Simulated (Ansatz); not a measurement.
**Ni₃Ge: enthalpy under pressure, worked through**

Theory: Ansatz 0.2.0, DFT r2SCAN, scalar-relativistic, plane waves, PAW. Run with 500 eV cutoff, 12×12×12 k-mesh, Gaussian smearing of 0.10 eV, no spin polarisation.

The relaxed crystal:

```xyz
4
Lattice="3.5326 0.0000 0.0000 0.0000 3.5326 0.0000 0.0000 0.0000 3.5326" Properties=species:S:1:pos:R:3 pbc="T T T"
Ni    1.7663    0.0000    1.7663
Ni    0.0000    1.7663    1.7663
Ni    1.7663    1.7663    0.0000
Ge    0.0000    0.0000    0.0000
```

Cell and atoms were relaxed at each target pressure within the start's symmetry (Pm-3m), at zero temperature; other phases can be more stable under pressure. H = E + PV with P the target; E is the free energy at the smearing used, whose derivative the pressure is, per atom and counted from zero pressure. Spin polarisation was left out, and a magnetic state may lie lower.

```csv
P (GPa),V (Å³/atom),E − E0 (meV),H − H0 (meV)
0,11.021,0.0,0.0
3,10.871,1.4,205.0
8,10.650,9.0,540.7
15,10.376,28.5,999.9
30,9.897,94.8,1947.9
60,9.199,286.6,3731.7
```

Thermodynamics gives dH/dP = V along a relaxed path. Integrate V over P by the trapezoid rule and compare with the computed enthalpies.

With 1 eV/Å³ = 160.22 GPa, each step adds the mean volume times ΔP / 160.22:
| P (GPa) | ∫V dP (meV) | H − H0 (meV) | difference (meV) |
| --- | --- | --- | --- |
| 3 | 205.0 | 205.0 | 0.0 |
| 8 | 540.8 | 540.7 | 0.0 |
| 15 | 1000.1 | 999.9 | 0.2 |
| 30 | 1949.1 | 1947.9 | 1.1 |
| 60 | 3736.9 | 3731.7 | 5.2 |

V(P) curves upward, so the trapezoid rule runs high; integrating a smooth curve through the same points puts that excess at about 5.4 meV at 60 GPa, against the 5.2 meV found.

At 60 GPa, how much of the enthalpy change is stored energy and how much is the PV term?

E rises by 287 meV/atom and PV is 60 × 9.199 / 160.22 = 3445 meV/atom, so PV makes 92 % of ΔH. So between rival structures at high pressure a small difference in volume can outweigh the difference in energy: 1 % of this volume is worth 34.5 meV/atom at this pressure.

What bulk modulus do the lowest pressures give?

From the pressures that the runs reached, -2.98 GPa (11.181 Å³) and 3.05 GPa (10.871 Å³), B = −ΔP/Δln V = 6.03 / 0.0281 = 215 GPa, a mean over that range.